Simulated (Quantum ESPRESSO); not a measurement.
# KBr (Fm-3m) in Quantum ESPRESSO: further runs

The runs below take KBr through phonons, dielectric tensor, with PBE, LDA.

Program: Quantum ESPRESSO 7.5. These are calculated values, not measurements. Logs are shortened: lines on timing, memory, paths and dates and some standing lists are left out, and cuts for length are marked.

**What was measured.**

A printed reference work, monograph reports, for a bulk crystal of KBr: high-frequency dielectric constant 2.36.

The runs below are set against these values where they give the same quantity.

## (1) The crystal as given

Symmetry: Fm-3m, No. 225, cubic system. The conventional cell has a = 6.600 Å, b = 6.600 Å, c = 6.600 Å, α = 90.00°, β = 90.00°, γ = 90.00°. Br (site symmetry m-3m) is surrounded by 6 K at 3.30 Å. K (site symmetry m-3m) has 6 Br at 3.30 Å as nearest neighbours.

## (2) Phonons, PBE, target pressure 5 GPa, at which the enthalpy is minimised

File pw.in:

```
&CONTROL
  calculation = 'scf'
  prefix = 'pwscf'
  outdir = './tmp'
  pseudo_dir = './pseudo'
  tprnfor = .true.
  tstress = .true.
  disk_io = 'low'
/
&SYSTEM
  ibrav = 0
  nat = 2
  ntyp = 2
  ecutwfc = 74
  nbnd = 14
  occupations = 'smearing'
  smearing = 'fd'
  degauss = 0.00367493
/
&ELECTRONS
  conv_thr = 4d-10
  electron_maxstep = 120
  mixing_beta = 0.5
/
ATOMIC_SPECIES
Br    79.9040 Br.upf
K     39.0983 K.upf
CELL_PARAMETERS angstrom
   0.0000000000    3.3000000000    3.3000000000
   3.3000000000    0.0000000000    3.3000000000
   3.3000000000    3.3000000000    0.0000000000
ATOMIC_POSITIONS crystal
Br     0.5000000000    0.5000000000    0.5000000000
K      0.0000000000    0.0000000000    0.0000000000
K_POINTS automatic
4 4 4 1 1 1
```

File relax.in:

```
&CONTROL
  calculation = 'vc-relax'
  prefix = 'pwscf'
  outdir = './tmp'
  pseudo_dir = './pseudo'
  tprnfor = .true.
  tstress = .true.
  disk_io = 'low'
  nstep = 40
  forc_conv_thr = 0.0001
  etot_conv_thr = 1d-06
/
&SYSTEM
  ibrav = 0
  nat = 2
  ntyp = 2
  ecutwfc = 74
  nbnd = 14
  occupations = 'smearing'
  smearing = 'fd'
  degauss = 0.00367493
/
&ELECTRONS
  conv_thr = 4d-10
  electron_maxstep = 120
  mixing_beta = 0.5
/
&IONS
  ion_dynamics = 'bfgs'
/
&CELL
  cell_dynamics = 'bfgs'
  press = 50
  press_conv_thr = 0.2
/
ATOMIC_SPECIES
Br    79.9040 Br.upf
K     39.0983 K.upf
CELL_PARAMETERS angstrom
   0.0000000000    3.3000000000    3.3000000000
   3.3000000000    0.0000000000    3.3000000000
   3.3000000000    3.3000000000    0.0000000000
ATOMIC_POSITIONS crystal
Br     0.5000000000    0.5000000000    0.5000000000
K      0.0000000000    0.0000000000    0.0000000000
K_POINTS automatic
4 4 4 1 1 1
```

File scf2.in:

```
&CONTROL
  calculation = 'scf'
  prefix = 'pwscf'
  outdir = './tmp'
  pseudo_dir = './pseudo'
  tprnfor = .true.
  tstress = .true.
  disk_io = 'low'
/
&SYSTEM
  ibrav = 0
  nat = 2
  ntyp = 2
  ecutwfc = 74
  nbnd = 14
  occupations = 'fixed'
/
&ELECTRONS
  conv_thr = 1d-13
  electron_maxstep = 120
  mixing_beta = 0.5
  startingpot = 'file'
  startingwfc = 'file'
/
ATOMIC_SPECIES
Br    79.9040 Br.upf
K     39.0983 K.upf
CELL_PARAMETERS angstrom
   0.0000000000    3.1158891258    3.1158891258
   3.1158891258    0.0000000000    3.1158891258
   3.1158891258    3.1158891258    0.0000000000
ATOMIC_POSITIONS crystal
Br     0.5000000000    0.5000000000    0.5000000000
K      0.0000000000    0.0000000000    0.0000000000
K_POINTS automatic
4 4 4 1 1 1
```

File ph.in:

```
phonons of KBr
&INPUTPH
  prefix = 'pwscf'
  outdir = './tmp'
  tr2_ph = 1d-18
  fildyn = 'dyn'
  niter_ph = 90
  alpha_mix(1) = 0.7
  epsil = .true.
/
0.0000000000 0.0000000000 0.0000000000
```

File dynmat.in:

```
&INPUT
  fildyn = 'dyn'
  asr = 'crystal'
  lperm = .true.
  filout = 'dynmat.disp'
  fileig = 'dynmat.eig'
/
```

File dynmat_lo.in:

```
&INPUT
  fildyn = 'dyn'
  asr = 'crystal'
  filout = 'dynmat_lo.disp'
  fileig = 'dynmat_lo.eig'
  q(1) = 0
  q(2) = 0
  q(3) = 1
/
```

Potentials or basis: PseudoDojo 0.4.1 SR PBE standard.

Run with:

```sh
$ OMP_NUM_THREADS=1 pw.x -in pw.in > pw.out
$ OMP_NUM_THREADS=1 pw.x -in relax.in > relax.out
$ OMP_NUM_THREADS=1 pw.x -in scf2.in > scf2.out
$ OMP_NUM_THREADS=1 ph.x -in ph.in > ph.out
$ OMP_NUM_THREADS=1 dynmat.x -in dynmat.in > dynmat.out
$ OMP_NUM_THREADS=1 dynmat.x -in dynmat_lo.in > dynmat_lo.out
```

pw.out:

```text
This program is part of the open-source Quantum ESPRESSO suite
     for quantum simulation of materials; please cite
[... 9 lines left out ...]
     --------------------
     sticks:   dense  smooth     PW     G-vecs:    dense   smooth      PW
     Sum        1585    1585    451                41655    41655    6375

     Using Slab Decomposition

     bravais-lattice index     =            0
     lattice parameter (alat)  =       8.8192  a.u.
     unit-cell volume          =     485.0298 (a.u.)^3
     number of atoms/cell      =            2
     number of atomic types    =            2
     number of electrons       =        16.00
     number of Kohn-Sham states=           14
     kinetic-energy cutoff     =      74.0000  Ry
     charge density cutoff     =     296.0000  Ry
     scf convergence threshold =      4.0E-10
     mixing beta               =       0.5000
     number of iterations used =            8  plain     mixing
     Exchange-correlation= PBE
                           (   1   4   3   4   0   0   0)

     celldm(1)=   8.819172  celldm(2)=   0.000000  celldm(3)=   0.000000
     celldm(4)=   0.000000  celldm(5)=   0.000000  celldm(6)=   0.000000

[... 8 lines left out ...]
               b(3) = (  0.707107  0.707107 -0.707107 )

     PseudoPot. # 1 for Br read from file:
     Br.upf
     Pseudo is Norm-conserving + core correction, Zval =  7.0
     Generated using ONCVPSP code by D. R. Hamann
     Using radial grid of 1098 points,  6 beta functions with:
                l(1) =   0
                l(2) =   0
                l(3) =   1
                l(4) =   1
                l(5) =   2
                l(6) =   2

     PseudoPot. # 2 for K  read from file:
     K.upf
     Pseudo is Norm-conserving + core correction, Zval =  9.0
     Generated using ONCVPSP code by D. R. Hamann
     Using radial grid of 2222 points,  6 beta functions with:
                l(1) =   0
                l(2) =   0
                l(3) =   1
                l(4) =   1
                l(5) =   2
                l(6) =   2

     atomic species   valence    mass     pseudopotential
     Br                7.00    79.90400     Br( 1.00)
     K                 9.00    39.09830     K ( 1.00)

     48 Sym. Ops., with inversion, found

   Cartesian axes

     site n.     atom                  positions (alat units)
         1        Br     tau(   1) = (   0.7071068   0.7071068   0.7071068  )
         2        K      tau(   2) = (   0.0000000   0.0000000   0.0000000  )

     number of k points=    10  Fermi-Dirac smearing, width (Ry)=  0.0037
                       cart. coord. in units 2pi/alat
        k(    1) = (   0.0883883   0.0883883   0.0883883), wk =   0.0625000
        k(    2) = (   0.2651650   0.2651650  -0.0883883), wk =   0.1875000
        k(    3) = (  -0.2651650  -0.2651650   0.4419417), wk =   0.1875000
        k(    4) = (  -0.0883883  -0.0883883   0.2651650), wk =   0.1875000
        k(    5) = (   0.4419417   0.0883883   0.0883883), wk =   0.1875000
        k(    6) = (  -0.0883883  -0.4419417   0.6187184), wk =   0.3750000
        k(    7) = (   0.0883883  -0.2651650   0.4419417), wk =   0.3750000
        k(    8) = (  -0.6187184   0.0883883   0.0883883), wk =   0.1875000
        k(    9) = (   0.2651650   0.2651650   0.2651650), wk =   0.0625000
        k(   10) = (  -0.2651650  -0.2651650   0.7954951), wk =   0.1875000

     Dense  grid:    41655 G-vectors     FFT dimensions: (  50,  50,  50)

     Initial potential from superposition of free atoms

     starting charge      15.9807, renormalised to      16.0000
     Starting wfcs are    9 randomized atomic wfcs +    5 random wfcs

     Self-consistent Calculation

     iteration #  1     ecut=    74.00 Ry     beta= 0.50
     Davidson diagonalization with overlap
     ethr =  1.00E-02,  avg # of iterations =  7.2

     Threshold (ethr) on eigenvalues was too large:
     Diagonalizing with lowered threshold

     Davidson diagonalization with overlap
     ethr =  2.97E-04,  avg # of iterations =  4.6

     total energy              =     -91.82641795 Ry
     estimated scf accuracy    <       0.04597949 Ry

     iteration #  2     ecut=    74.00 Ry     beta= 0.50
     Davidson diagonalization with overlap
     ethr =  2.87E-04,  avg # of iterations =  3.5

     total energy              =     -91.83571842 Ry
     estimated scf accuracy    <       0.00225066 Ry

     iteration #  3     ecut=    74.00 Ry     beta= 0.50
     Davidson diagonalization with overlap
     ethr =  1.41E-05,  avg # of iterations =  8.0

     total energy              =     -91.83620095 Ry
     estimated scf accuracy    <       0.00055981 Ry

     iteration #  4     ecut=    74.00 Ry     beta= 0.50
     Davidson diagonalization with overlap
     ethr =  3.50E-06,  avg # of iterations =  4.3

     total energy              =     -91.83626851 Ry
     estimated scf accuracy    <       0.00001051 Ry

     iteration #  5     ecut=    74.00 Ry     beta= 0.50
     Davidson diagonalization with overlap
     ethr =  6.57E-08,  avg # of iterations =  2.3

     total energy              =     -91.83627310 Ry
     estimated scf accuracy    <       0.00000102 Ry

     iteration #  6     ecut=    74.00 Ry     beta= 0.50
     Davidson diagonalization with overlap
     ethr =  6.41E-09,  avg # of iterations =  2.7

     total energy              =     -91.83627349 Ry
     estimated scf accuracy    <       0.00000008 Ry

     iteration #  7     ecut=    74.00 Ry     beta= 0.50
     Davidson diagonalization with overlap
     ethr =  4.89E-10,  avg # of iterations =  3.2

     total energy              =     -91.83627351 Ry
     estimated scf accuracy    <       0.00000001 Ry

     iteration #  8     ecut=    74.00 Ry     beta= 0.50
     Davidson diagonalization with overlap
     ethr =  6.49E-11,  avg # of iterations =  2.7

     total energy              =     -91.83627351 Ry
     estimated scf accuracy    <          1.0E-09 Ry

     iteration #  9     ecut=    74.00 Ry     beta= 0.50
     Davidson diagonalization with overlap
     ethr =  6.38E-12,  avg # of iterations =  2.2

     End of self-consistent calculation

          k = 0.0884 0.0884 0.0884 (  5155 PWs)   bands (ev):

   -26.6611 -11.2087 -10.1397 -10.1397 -10.0981   0.8936   1.0641   1.0641
     5.9441   8.6227   8.9089   8.9089   9.7451   9.7451

          k = 0.2652 0.2652-0.0884 (  5213 PWs)   bands (ev):

   -26.6579 -11.2889 -10.1574 -10.1400  -9.9764   0.2904   0.8657   0.8707
     7.2945   8.5075   9.5775  10.0470  10.3999  10.9372

          k =-0.2652-0.2652 0.4419 (  5217 PWs)   bands (ev):

   -26.6561 -11.3220 -10.1543 -10.1489  -9.9280   0.0309   0.7324   0.7903
     7.8370   9.1041  10.4873  10.8182  10.9388  11.1672

          k =-0.0884-0.0884 0.2652 (  5203 PWs)   bands (ev):

   -26.6592 -11.2479 -10.1485 -10.1460 -10.0343   0.5157   0.9572   0.9806
     6.7112   8.1456   9.5524   9.6228   9.9740  10.4471

          k = 0.4419 0.0884 0.0884 (  5215 PWs)   bands (ev):

   -26.6567 -11.2200 -10.1636 -10.1612 -10.0547   0.2890   0.8325   0.8822
     7.5129   7.7521  10.2767  10.6370  10.7682  10.8678

          k =-0.0884-0.4419 0.6187 (  5221 PWs)   bands (ev):

   -26.6549 -11.1952 -10.1988 -10.1787 -10.0435   0.3586   0.5754   0.7265
     7.9581   8.9695   9.4796  10.3679  11.2787  11.5586

          k = 0.0884-0.2652 0.4419 (  5217 PWs)   bands (ev):

   -26.6561 -11.2695 -10.1723 -10.1531  -9.9840   0.1970   0.7230   0.7915
     7.9453   8.4500  10.0693  10.5320  10.8658  11.2239

          k =-0.6187 0.0884 0.0884 (  5225 PWs)   bands (ev):

   -26.6549 -11.1313 -10.2076 -10.1703 -10.1322   0.3167   0.7372   0.8243
     7.2354   8.4771  10.1746  10.5799  10.8948  11.6481

          k = 0.2652 0.2652 0.2652 (  5225 PWs)   bands (ev):

   -26.6571 -11.3326 -10.1436 -10.1436  -9.9239   0.0773   0.8289   0.8289
     7.4924   9.0139  10.1814  10.1814  11.0119  11.0119

          k =-0.2652-0.2652 0.7955 (  5219 PWs)   bands (ev):

   -26.6554 -11.2604 -10.1882 -10.1527  -9.9844   0.2085   0.5962   0.7718
     8.1588   9.0120   9.8192  10.4837  10.7271  11.7393

     the Fermi energy is     2.3892 ev

!    total energy              =     -91.83627351 Ry
     estimated scf accuracy    <          2.5E-11 Ry
     smearing contrib. (-TS)   =      -0.00000000 Ry
     internal energy E=F+TS    =     -91.83627351 Ry

     The total energy is F=E-TS. E is the sum of the following terms:
     one-electron contribution =     -29.06538367 Ry
     hartree contribution      =      19.28292741 Ry
     xc contribution           =     -23.25594209 Ry
     ewald contribution        =     -58.79787517 Ry

     convergence has been achieved in   9 iterations

     Forces acting on atoms (cartesian axes, Ry/au):

     atom    1 type  1   force =    -0.00000000   -0.00000000    0.00000000
     atom    2 type  2   force =     0.00000000    0.00000000   -0.00000000

     Total force =     0.000000     Total SCF correction =     0.000000

     Computing stress (Cartesian axis) and pressure

          total   stress  (Ry/bohr**3)                   (kbar)     P=        7.02
   0.00004775  -0.00000000  -0.00000000            7.02       -0.00       -0.00
  -0.00000000   0.00004775  -0.00000000           -0.00        7.02       -0.00
  -0.00000000  -0.00000000   0.00004775           -0.00       -0.00        7.02

=------------------------------------------------------------------------------=
   JOB DONE.
=------------------------------------------------------------------------------=
```

Run time: 6.8 min. Hardware: 1 thread of Intel Xeon Platinum 8375C at 2.90GHz (Ice Lake), shared host; peak memory 0.09 GiB.

Results:

- Free energy: -1249.3164 eV
- Relaxed volume: 30.25 Å³/atom
- Relaxed cell: a = 4.407 Å, b = 4.407 Å, c = 4.407 Å, α = 60.00°, β = 60.00°, γ = 60.00°
- Space group after relaxing (to 0.05 Å): Fm-3m (No. 225)
- Pressure after relaxing: 5.0 GPa
- Electronic dielectric tensor (diagonal): 2.77
- Born charges (mean of the diagonal): Br -1.09; K +1.09 e
- Highest phonon frequency at Γ, LO-TO splitting left out: 161 cm⁻¹
- Static dielectric tensor (diagonal): 4.20

Step by step:
```csv
step,energy change (eV),largest force (eV/Å),pressure (GPa),volume (Å³)
1,0.0000,0.0000,0.70,71.87
2,0.0087,0.0000,1.09,70.31
3,0.0290,0.0000,1.76,68.01
4,0.0780,0.0000,2.97,64.65
5,0.2017,0.0000,5.40,59.82
6,0.1775,0.0000,4.96,60.57
7,0.1796,0.0000,5.00,60.50
```

Final structure:
```
Br K
1.0
     0.00000    3.11589    3.11589
     3.11589    0.00000    3.11589
     3.11589    3.11589    0.00000
Br K
1 1
Direct
  0.50000 0.50000 0.50000
  0.00000 0.00000 0.00000
```

Levels at points of the mesh, in eV from the valence-band top:
```
           k point  band 5  band 6  band 7  band 8  band 9  band 10  band 11  band 12
(0.12, 0.12, 0.12)  -10.81   -0.22    0.00    0.00    5.50     7.58     7.88     7.88
```

Phonon frequencies in cm⁻¹ (negative: imaginary):
```
              q point           frequencies
(0.000, 0.000, 0.000)  -2 -2 -2 161 161 161
```

Electronic dielectric tensor:
```
2.77 0.00 0.00
0.00 2.77 0.00
0.00 0.00 2.77
```

Born effective charge tensors (e):
atom 1, Br
```
-1.09  0.00  0.00
 0.00 -1.09  0.00
 0.00  0.00 -1.09
```
atom 2, K
```
1.09 0.00 0.00
0.00 1.09 0.00
0.00 0.00 1.09
```

Optical modes at Γ, degenerate ones joined, polar ones without the macroscopic field:
```tsv
cm⁻¹	components	symmetry	active in	IR intensity, summed ((D/Å)²/amu)
161	3	T1u	IR	3.13
```

Zone-centre frequencies without and with the macroscopic field along z (cm⁻¹):
|  | optical modes in rising order |
| --- | --- |
| without | 161 161 161 |
| with the field | 161 161 198 |

Static dielectric tensor, electrons and zone-centre modes:
```
4.20 0.00 0.00
0.00 4.20 0.00
0.00 0.00 4.20
```

Caveat: the volume moved by over 15 % at a fixed basis, so the end points are rough; the cell is more than 3 GPa from zero pressure, which shifts response properties.

(Part 1 of 3 ends here.)
